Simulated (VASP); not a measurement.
# GaCuSe2 (I-42d) in VASP: band structure with PBEsol

Aim: the band structure of GaCuSe2 with PBEsol.

All numbers are computed with VASP 6.6.1; they aren't measurements. Logs are shortened: lines on timing, memory, paths and dates and some standing lists are left out, and cuts for length are marked.

**The experiment to reproduce.**

From “Growth and anisotropy of transport properties of CuGaSe2 single crystals”, 2018, pmc:6251020, for a bulk crystal of GaCuSe2: band gap 1.7 eV.

How close the calculation comes is told below.

### 1 Starting point

It takes space group I-42d (No. 122, tetragonal). Conventional cell: a = 5.577 Å, b = 5.577 Å, c = 11.080 Å, α = 90.00°, β = 90.00°, γ = 90.00°. Ga (site symmetry -4) has 4 Se at 2.43 Å as nearest neighbours. Cu (site symmetry -4) has 4 Se at 2.38 Å as nearest neighbours. Se (site symmetry 2) has 2 Cu at 2.38 Å and 2 Ga at 2.43 Å as nearest neighbours.

### 2 Band structure, PBEsol

Input file INCAR:

```
PREC     = Accurate       # precision mode
ENCUT    = 520            # plane-wave cutoff, eV
EDIFF    = 1E-6           # SCF threshold, eV
ISMEAR   = 1              # smearing method
SIGMA    = 0.1            # smearing width, eV
LREAL    = F              # projectors in reciprocal space
LASPH    = T              # aspherical terms in the spheres
NELM     = 80             # most SCF steps
ALGO     = Fast           # electronic algorithm
ISIF     = 2              # what is computed and relaxed
LWAVE    = F              # write WAVECAR
LCHARG   = F              # write CHGCAR
LMAXMIX  = 4              # l up to which the mixer works
GGA      = PS             # functional
NBANDS   = 46             # bands
ICORELEVEL= 1            
KPAR     = 4
```

Input file KPOINTS:

```
regular mesh
0
Gamma
  10 10 10
```

Input file POSCAR:

```
GaCuSe2                                 
1.0
   -2.7882980071      2.7882980071      5.5400700783
    2.7882980071     -2.7882980071      5.5400700783
    2.7882980071      2.7882980071     -5.5400700783
  Ga              Cu              Se            
     2     2     4
Direct
     0.5000000000000000    0.5000000000000000    0.0000000000000000
     0.2500000000000000    0.7500000000000000    0.5000000000000000
     0.0000000000000000    0.0000000000000000    0.0000000000000000
     0.7500000000000000    0.2500000000000000    0.5000000000000000
     0.3750000000000000    0.3672140960340542    0.4922140960340542
     0.6327859039659458    0.1250000000000000    0.0077859039659458
     0.8750000000000000    0.8827859039659458    0.5077859039659458
     0.1172140960340542    0.6250000000000000    0.9922140960340542
```

Input file KPOINTS_OPT:

```
explicit points
228
Reciprocal
 0.0000000000  0.0000000000  0.0000000000 1
 0.0000000000  0.0000000000  0.0263157895 1
 0.0000000000  0.0000000000  0.0526315789 1
 0.0000000000  0.0000000000  0.0789473684 1
 0.0000000000  0.0000000000  0.1052631579 1
 0.0000000000  0.0000000000  0.1315789474 1
[... 220 lines left out ...]
-0.1298576533  0.1298576533  0.5000000000 1
 0.5000000000  0.5000000000 -0.1298576533 1
```

Potentials or basis: VASP PAW PBE potentials, release 64 (Ga_d, Cu, Se).

On the command line:

```bash
$ cat potpaw_PBE.64/Ga_d/POTCAR potpaw_PBE.64/Cu/POTCAR potpaw_PBE.64/Se/POTCAR > POTCAR
$ mpirun -np 4 vasp_std > vasp.out
```

OUTCAR:

```text
PREC = Accurate
   ENCUT = 520
   EDIFF = 1E-6
   ISMEAR = 1
   LREAL = F
   LASPH = T
   NELM = 80
   ISIF = 2
   GGA = PS

 ion  position               nearest neighbor table
   1  0.500  0.500  0.000-   7 2.43   6 2.43   8 2.43   5 2.43
   2  0.250  0.750  0.500-   6 2.43   5 2.43   7 2.43   8 2.43
   3  0.000  0.000  0.000-   5 2.38   6 2.38   7 2.38   8 2.38
   4  0.750  0.250  0.500-   8 2.38   6 2.38   7 2.38   5 2.38
   5  0.375  0.367  0.492-   3 2.38   4 2.38   1 2.43   2 2.43
   6  0.633  0.125  0.008-   3 2.38   4 2.38   1 2.43   2 2.43
   7  0.875  0.883  0.508-   3 2.38   4 2.38   2 2.43   1 2.43
   8  0.117  0.625  0.992-   4 2.38   3 2.38   2 2.43   1 2.43

  LATTYP: Found a body centered tetragonal cell.
 ALAT       =     5.5765960142
 C/A-ratio  =     1.9869002754

  Lattice vectors:

 A1 = (  -2.7882980071,   2.7882980071,   5.5400700783)
 A2 = (   2.7882980071,  -2.7882980071,   5.5400700783)
 A3 = (   2.7882980071,   2.7882980071,  -5.5400700783)

Analysis of symmetry for initial positions (statically):
=====================================================================
 Subroutine PRICEL returns:
 Original cell was already a primitive cell.

 Routine SETGRP: Setting up the symmetry group for a
 body centered tetragonal supercell.

 Subroutine GETGRP returns: Found  8 space group operations
 (whereof  4 operations were pure point group operations)
 out of a pool of 16 trial point group operations.

The static configuration has the point symmetry S_4 .
 The point group associated with its full space group is D_2d.

Analysis of symmetry for dynamics (positions and initial velocities):
=====================================================================
 Subroutine PRICEL returns:
 Original cell was already a primitive cell.

 Routine SETGRP: Setting up the symmetry group for a
 body centered tetragonal supercell.

 Subroutine GETGRP returns: Found  8 space group operations
 (whereof  4 operations were pure point group operations)
 out of a pool of 16 trial point group operations.

The dynamic configuration has the point symmetry S_4 .
 The point group associated with its full space group is D_2d.

 Subroutine INISYM returns: Found  8 space group operations
 (whereof  4 operations are pure point group operations),
 and found     1 'primitive' translations

----------------------------------------------------------------------------------------

                                     Primitive cell

  volume of cell :     172.2874

  direct lattice vectors                    reciprocal lattice vectors
    -2.788298007  2.788298007  5.540070078     0.000000000  0.179320861  0.090251566
     2.788298007 -2.788298007  5.540070078     0.179320861  0.000000000  0.090251566
     2.788298007  2.788298007 -5.540070078     0.179320861  0.179320861  0.000000000

  length of vectors
     6.800116766  6.800116766  6.800116766     0.200751878  0.200751878  0.253597994

  position of ions in fractional coordinates (direct lattice)
     0.500000000  0.500000000  0.000000000
     0.250000000  0.750000000  0.500000000
     0.000000000  0.000000000  0.000000000
     0.750000000  0.250000000  0.500000000
     0.375000000  0.367214096  0.492214096
     0.632785904  0.125000000  0.007785904
     0.875000000  0.882785904  0.507785904
     0.117214096  0.625000000  0.992214096

  ion indices of the primitive-cell ions
   primitive index   ion index
                 1           1
                 2           2
                 3           3
                 4           4
                 5           5
                 6           6
                 7           7
                 8           8

----------------------------------------------------------------------------------------

 KPOINTS: regular mesh

Automatic generation of k-mesh.
 Grid dimensions read from file:
 generate k-points for:   10   10   10

 Generating k-lattice:

  Cartesian coordinates                     Fractional coordinates (reciprocal lattice)
     0.000000000  0.017932086  0.009025157     0.100000000  0.000000000  0.000000000
     0.017932086  0.000000000  0.009025157     0.000000000  0.100000000  0.000000000
     0.017932086  0.017932086  0.000000000     0.000000000  0.000000000  0.100000000

  Length of vectors
     0.020075188  0.020075188  0.025359799

  Shift w.r.t. Gamma in fractional coordinates (k-lattice)
     0.000000000  0.000000000  0.000000000

 Subroutine IBZKPT returns following result:
 ===========================================

 Found    102 irreducible k-points:

 Following reciprocal coordinates:
            Coordinates               Weight
  0.000000  0.000000  0.000000      1.000000
  0.100000  0.000000 -0.000000      8.000000
  0.200000  0.000000 -0.000000      8.000000
  0.300000 -0.000000  0.000000      8.000000
  0.400000  0.000000  0.000000      8.000000
  0.500000  0.000000  0.000000      4.000000
[... 16 lines left out ...]
  0.300000  0.300000  0.000000      8.000000
  0.400000  0.300000  0.000000     16.000000
 [... further k-points ...]
   k-points           NKPTS =    102   k-points in BZ     NKDIM =    102   number of bands    NBANDS=     46
   number of dos      NEDOS =    301   number of ions     NIONS =      8
   total plane-waves  NPLWV = 157464
   dimension x,y,z NGX =    54 NGY =   54 NGZ =   54
   dimension x,y,z NGXF=   108 NGYF=  108 NGZF=  108
   ions per type =               2   2   4
   NGX,Y,Z   is equivalent  to a cutoff of  13.20, 13.20, 13.20 a.u.
   NGXF,Y,Z  is equivalent  to a cutoff of  26.40, 26.40, 26.40 a.u.
 SYSTEM =  unknown system
   PREC   = accura    normal or accurate (medium, high low for compatibility)
   ISTART =      0    job   : 0-new  1-cont  2-samecut
   ICHARG =      2    charge: 1-file 2-atom 10-const
   ISPIN  =      1    spin polarized calculation?
   LNONCOLLINEAR =      F non collinear calculations
   LSORBIT =      F    spin-orbit coupling
   LASPH  =      T    aspherical Exc in radial PAW
   ENCUT  =  520.0 eV  38.22 Ry    6.18 a.u.  12.64 12.64 12.64*2*pi/ulx,y,z
   NELM   =     80;   NELMIN=  2; NELMDL= -5     # of ELM steps
   EDIFF  = 0.1E-05   stopping-criterion for ELM
   LREAL  =      F    real-space projection
   EDIFFG = 0.1E-04   stopping-criterion for IOM
   NSW    =      0    number of steps for IOM
   IBRION =     -1    ionic relax: 0-MD 1-quasi-New 2-CG
   NFREE  =      0    steps in history (QN), initial steepest desc. (CG)
   ISIF   =      2    stress and relaxation
   ISYM   =      2    0-nonsym 1-usesym 2-fastsym
   POTIM  = 0.5000    time-step for ionic-motion
   TEBEG  =    0.0;   TEEND  =   0.0 temperature during run
   PSTRESS=    0.0 pullay stress
   NELECT =      72.0000    total number of electrons
   NUPDOWN=      -1.0000    fix difference up-down
   EMIN   =  10.00;   EMAX   =-10.00  energy-range for DOS
   EFERMI =   0.00;   METHOD = LEGACY
   ISMEAR =     1;   SIGMA  =   0.10  broadening in eV -4-tet -1-fermi 0-gaus
   EFERMI_NEDOS =   21; number of points for ismear=-14 and -15
   IALGO  =     68    algorithm
   IMIX   =      4    mixing-type and parameters
     AMIX     =   0.40;   BMIX     =  1.00
     AMIX_MAG =   1.60;   BMIX_MAG =  1.00
  volume/ion in A,a.u.               =      21.54       145.33
  Fermi-wavevector in a.u.,A,eV,Ry     =   1.223962  2.312952 20.382643  1.498082
  Thomas-Fermi vector in A             =   2.359053
   LORBIT       =      0    0 simple, 1 ext, 2 COOP (PROOUT), +10 PAW based schemes
   GGA     = PS    functional components
   LHFCALC =     F    Hartree Fock is set to
   AEXX    =    0.0000 exact exchange contribution
   IVDW    =     0    specifies the selected vdW correction
   LEPSILON=     F    determine dielectric tensor
   LRPA    =     F    only Hartree local field effects (RPA)
 non-spin polarized calculation
 RMM-DIIS sequential band-by-band and
 Methfessel and Paxton  Order N= 1 SIGMA  =   0.10
  energy-cutoff  :      520.00
  volume of cell :      172.29
 maximum number of plane-waves:      4673
 NGX is ok and might be reduce to    54
   NGX = 25   NGY = 25   NGZ = 25

 number of electron      72.0000016 magnetization

 Free energy of the ion-electron system (eV)
  ---------------------------------------------------
  ext. energy  EPLUGINS =         0.00000000
  ---------------------------------------------------
  free energy    TOTEN  =       -34.40834334 eV

  energy without entropy =      -34.40892945  energy(sigma->0) =      -34.40853871

 the core state eigenenergies are
   1-  1s -10220.9108  2s  -1254.2790  2p  -1090.7473  3s   -140.2488  3p    -90.9795

   2-  1s -10220.9108  2s  -1254.2790  2p  -1090.7473  3s   -140.2488  3p    -90.9795

   3-  1s  -8843.9344  2s  -1056.2044  2p   -910.6675  3s   -107.9609  3p    -65.3465

   4-  1s  -8843.9344  2s  -1056.2044  2p   -910.6675  3s   -107.9609  3p    -65.3465

   5-  1s -12493.9611  2s  -1597.4761  2p  -1403.8234  3s   -204.1907  3p   -143.6628
       3d    -43.8515
   6-  1s -12493.9611  2s  -1597.4761  2p  -1403.8234  3s   -204.1907  3p   -143.6628
       3d    -43.8515
   7-  1s -12493.9611  2s  -1597.4761  2p  -1403.8234  3s   -204.1907  3p   -143.6628
       3d    -43.8515
   8-  1s -12493.9611  2s  -1597.4761  2p  -1403.8234  3s   -204.1907  3p   -143.6628
       3d    -43.8515

 E-fermi :   4.0048     XC(G=0):  -9.8850

 val. band max:        3.9558641745   @ k =   0.1000   0.0000  -0.0000
 cond. band min:       4.0184533302   @ k =   0.0000   0.0000   0.0000
 fundamental gap:      0.0625891557
 Fermi energy:         4.0048274315

 k-point     1 :       0.0000    0.0000    0.0000
  band No.  band energies     occupation
      1     -11.4985      2.00000
      2     -11.4966      2.00000
      3     -11.4966      2.00000
      4     -11.3436      2.00000
      5     -11.3288      2.00000
      6     -11.3288      2.00000
[... 38 lines left out ...]
     45       8.8766      0.00000
     46       9.1824      0.00000

 k-point     2 :       0.1000    0.0000   -0.0000
  band No.  band energies     occupation
      1     -11.5000      2.00000
      2     -11.4975      2.00000
      3     -11.4952      2.00000
      4     -11.3462      2.00000
      5     -11.3328      2.00000
      6     -11.3283      2.00000
[... 38 lines left out ...]
     45       9.0436      0.00000
     46       9.2596      0.00000

 k-point     3 :       0.2000    0.0000   -0.0000
  band No.  band energies     occupation
      1     -11.5050      2.00000
      2     -11.4994      2.00000
      3     -11.4904      2.00000
      4     -11.3568      2.00000
      5     -11.3377      2.00000
      6     -11.3271      2.00000
[... 1018 lines left out ...]
     45       9.3609      0.00000
     46      10.1869      0.00000

 k-point    24 :       0.4000    0.3000    0.0000
  band No.  band energies     occupation
      1     -11.5184      2.00000
      2     -11.5120      2.00000
      3     -11.4532      2.00000
      4     -11.4134      2.00000
      5     -11.3375      2.00000
      6     -11.3318      2.00000
[... 38 lines left out ...]
     45       9.3626      0.00000
     46      10.0253      0.00000

 [... further k-points ...]

------------------------ aborting loop because EDIFF is reached ----------------------------------------

  FORCE on cell =-STRESS in cart. coord.  units (eV):
  Direction    XX          YY          ZZ          XY          YZ          ZX
  --------------------------------------------------------------------------------------
  -------------------------------------------------------------------------------------
  Total        0.0169224      0.0169224      0.0253866      0.0000000      0.0000000      0.0000000
  in kB        0.1573692      0.1573692      0.2360808      0.0000000      0.0000000      0.0000000
  external PRESSURE =       0.1836064 kB  Pullay stress =       0.0000000 kB

 VOLUME and BASIS-vectors are now :
 -----------------------------------------------------------------------------
  energy-cutoff  :      520.00
  volume of cell :      172.29
      direct lattice vectors                 reciprocal lattice vectors
    -2.788298007  2.788298007  5.540070078     0.000000000  0.179320861  0.090251566
     2.788298007 -2.788298007  5.540070078     0.179320861  0.000000000  0.090251566
     2.788298007  2.788298007 -5.540070078     0.179320861  0.179320861  0.000000000

 POSITION                                       TOTAL-FORCE (eV/Angst)
 -----------------------------------------------------------------------------------
      0.00000      0.00000      5.54007         0.000000      0.000000      0.000000
      2.78830      0.00000      2.77004         0.000000      0.000000     -0.000000
      0.00000      0.00000      0.00000         0.000000      0.000000      0.000000
      0.00000      2.78830      2.77004         0.000000      0.000000     -0.000000
      1.35073      1.39415      1.38502         0.004427      0.000000      0.000000
     -1.39415      1.43757      4.15505         0.000000     -0.004427      0.000000
      1.43757      1.39415      6.92509        -0.004427      0.000000      0.000000
      4.18245      1.35073     -1.38502         0.000000      0.004427      0.000000
 -----------------------------------------------------------------------------------
    total drift:                                0.000003      0.000003      0.000002

  FREE ENERGIE OF THE ION-ELECTRON SYSTEM (eV)
  ---------------------------------------------------
  free  energy   TOTEN  =       -34.4083433355 eV

  energy  without entropy=      -34.4089294468  energy(sigma->0) =      -34.40853871
```

Run time: 22 min. Hardware: 4 MPI ranks of Intel Xeon Platinum 8259CL at 2.50GHz (Skylake/Cascade Lake), shared host; peak memory 1.1 GiB.

Results:

```
Free energy             : -34.4083 eV
Pressure                : 0.0 GPa
Largest force           : 0.004 eV/Å
Band gap on the k mesh  : 0.14 eV, direct
Band gap along the path : 0.14 eV, direct
```

Forces in eV/Å, atoms in the order of the input:
```
Ga   0.000  0.000  0.000
Ga   0.000  0.000  0.000
Cu   0.000  0.000  0.000
Cu   0.000  0.000  0.000
Se   0.004  0.000  0.000
Se   0.000 -0.004  0.000
Se  -0.004  0.000  0.000
Se   0.000  0.004  0.000
```

Levels at the corners of the path, in eV from the valence-band top:
| point | band 34 | band 35 | band 36 | band 37 | band 38 | band 39 |
| --- | --- | --- | --- | --- | --- | --- |
| Γ | -0.09 | -0.09 | 0.00 | 0.14 | 1.78 | 2.10 |
| X | -0.89 | -0.53 | -0.53 | 1.04 | 1.04 | 3.31 |
| X | -0.89 | -0.53 | -0.53 | 1.04 | 1.04 | 3.31 |
| Y | -0.92 | -0.76 | -0.76 | 1.35 | 1.35 | 3.87 |
| Y | -0.92 | -0.76 | -0.76 | 1.35 | 1.35 | 3.87 |
| S | -1.28 | -0.81 | -0.65 | 1.85 | 2.31 | 2.40 |
| S | -1.28 | -0.81 | -0.65 | 1.85 | 2.31 | 2.40 |
| Γ | -0.09 | -0.09 | 0.00 | 0.14 | 1.78 | 2.10 |
| Γ | -0.09 | -0.09 | 0.00 | 0.14 | 1.78 | 2.10 |
| Z | -1.30 | -0.99 | -0.99 | 1.71 | 1.71 | 1.78 |
| Z | -1.30 | -0.99 | -0.99 | 1.71 | 1.71 | 1.78 |
| S1 | -1.28 | -0.81 | -0.65 | 1.85 | 2.31 | 2.40 |
| S1 | -1.28 | -0.81 | -0.65 | 1.85 | 2.31 | 2.40 |
| N | -1.32 | -1.24 | -0.62 | 2.15 | 2.50 | 3.10 |
| N | -1.32 | -1.24 | -0.62 | 2.15 | 2.50 | 3.10 |
| P | -0.90 | -0.74 | -0.74 | 1.49 | 1.49 | 3.07 |
| P | -0.90 | -0.74 | -0.74 | 1.49 | 1.49 | 3.07 |
| Y1 | -0.92 | -0.76 | -0.76 | 1.35 | 1.35 | 3.87 |
| Y1 | -0.92 | -0.76 | -0.76 | 1.35 | 1.35 | 3.87 |
| Z | -1.30 | -0.99 | -0.99 | 1.71 | 1.71 | 1.78 |
| X | -0.89 | -0.53 | -0.53 | 1.04 | 1.04 | 3.31 |
| P | -0.90 | -0.74 | -0.74 | 1.49 | 1.49 | 3.07 |

Core levels (eV, on the scale of the bands):
```csv
atom,levels
1 Ga,"1s -10220.9, 2s -1254.3, 2p -1090.7, 3s -140.2, 3p -91.0"
2 Ga,"1s -10220.9, 2s -1254.3, 2p -1090.7, 3s -140.2, 3p -91.0"
3 Cu,"1s -8843.9, 2s -1056.2, 2p -910.7, 3s -108.0, 3p -65.3"
4 Cu,"1s -8843.9, 2s -1056.2, 2p -910.7, 3s -108.0, 3p -65.3"
5 Se,"1s -12494.0, 2s -1597.5, 2p -1403.8, 3s -204.2, 3p -143.7, 3d -43.9"
6 Se,"1s -12494.0, 2s -1597.5, 2p -1403.8, 3s -204.2, 3p -143.7, 3d -43.9"
```

Caveat: the PAW data sets were made with another functional, which shifts forces and pressure a little.

### 3 Comparison with measurements

Step 2. Measured gap of GaCuSe2: 1.7 eV (“Growth and anisotropy of transport properties of CuGaSe2 single crystals”, 2018, pmc:6251020). This calculation gives 0.14 eV (-1.56 eV). So large a miss can be the level of theory's own, or it may mean another phase, state or a wrong row. 2 values of this kind are on record in papers (1.7 to 1.72 eV); this one was drawn at random among those near their median. Spin-orbit coupling on Ga, Se is left out. The value is that of PBEsol, without temperature or zero-point motion. Semilocal functionals fall short of measured gaps as a rule.
